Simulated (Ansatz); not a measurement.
**GaAs under changes of volume**

One of the cells (22.590 Å³/atom); the others are scaled copies at fixed shape and fractional positions:

```
As Ga
1.0
     0.00000    2.82685    2.82685
     2.82685    0.00000    2.82685
     2.82685    2.82685    0.00000
As Ga
1 1
Cartesian
  4.2403 4.2403 4.2403
  0.0000 0.0000 0.0000
```

```yaml
Program: Ansatz 0.2.0
Functional: PBEsol
Dispersion: D3(BJ)
Potentials_or_basis: Ansatz PAW
Cutoff: "420 eV (not typed: the program's choice for these potentials)"
k_mesh: 8 × 8 × 8
Occupations: fermi-dirac, width 0.05 eV
Spin: no spin polarisation
```

| volume (Å³/atom) | energy over the lowest point (meV/atom) | pressure (GPa) | gap on the mesh (eV) |
| --- | --- | --- | --- |
| 21.234 | ? | ? | ? |
| 21.686 | 0.73 | 1.1 | 0.75 |
| 22.138 | 0.00 | -0.5 | 0.59 |
| 22.590 | 3.45 | -1.9 | 0.44 |
| 23.041 | 10.64 | -3.2 | 0.30 |
| 23.493 | 21.15 | -4.2 | 0.15 |
| 23.945 | 34.52 | -5.2 | none |

Task: What does the run at 21.234 Å³/atom give?

Result: Energy over the lowest point 6.17 meV/atom; pressure 2.8 GPa; gap on the mesh 0.91 eV.

Worked out: A Birch-Murnaghan fit of order 3 (a polynomial in V^(-2/3)) to the other rows has its minimum at 21.99 Å³/atom with B0 = V·E''(V) = 76 GPa and B' = 5.1. It gives 6.27 meV/atom at 21.234 Å³/atom, against the run's 6.17, and -dE/dV = 2.9 GPa, against 2.8.

Energies are extrapolated to zero smearing.

Caveats: the PAW data sets come from PBE, with cores solved anew for the run's functional, which leaves a small shift of forces and pressure; pairwise dispersion overbinds metals, which lowers pressure and volume (some runs).

A mesh can miss the band edges. Spin-orbit coupling on As, Ga is left out.

A gap of «none» marks a metal or a gap under the smearing width.
